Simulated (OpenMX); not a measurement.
CuO (Tenorite) under changes of volume

One of the cells (10.338 Å³/atom); the others are scaled copies at fixed shape and fractional positions:

```
Cu O
1.0
     2.35736   -1.72263    0.00000
     2.35736    1.72263    0.00000
    -0.85566    0.00000    5.09137
Cu O
2 2
Cartesian
  0.7509 -0.8613 2.5457
  1.1787 0.8613 0.0000
  1.7156 0.2811 3.8185
  2.1434 -0.2811 1.2728
```

```yaml
Program: OpenMX 3.8.5
Functional: PBE
Potentials_or_basis: OpenMX 2013 PBE set, Cu6.0H-s3p2d2, O6.0-s2p2d1, fixed grid of 36 × 36 × 70 points
k_mesh: 11 × 11 × 5
Occupations: fermi-dirac, width 0.05 eV
Spin: no spin polarisation
```

```tsv
volume (Å³/atom)	energy over the lowest point (meV/atom)	largest force (eV/Å)
9.527	70.23	0.055
9.730	45.18	0.023
9.932	?	?
10.338	4.26	0.224
10.540	0.13	0.282
10.743	0.00	0.334
```

What does the run at 9.932 Å³/atom give?

Energy over the lowest point 26.25 meV/atom; largest force 0.097 eV/Å.

Worked out: A Birch-Murnaghan fit of order 3 (a polynomial in V^(-2/3)) to the other rows has its minimum at 10.65 Å³/atom with B0 = V·E''(V) = 157 GPa and B' = 4.5 at fixed shape and positions, which overstates the stiffness. It gives 26.31 meV/atom at 9.932 Å³/atom, against the run's 26.25.

Energies are extrapolated to zero smearing.

Caveats: the basis of atomic orbitals isn't converged, which shifts pressures, moduli and gaps; the run has no spin polarisation, though such a crystal can be magnetic.
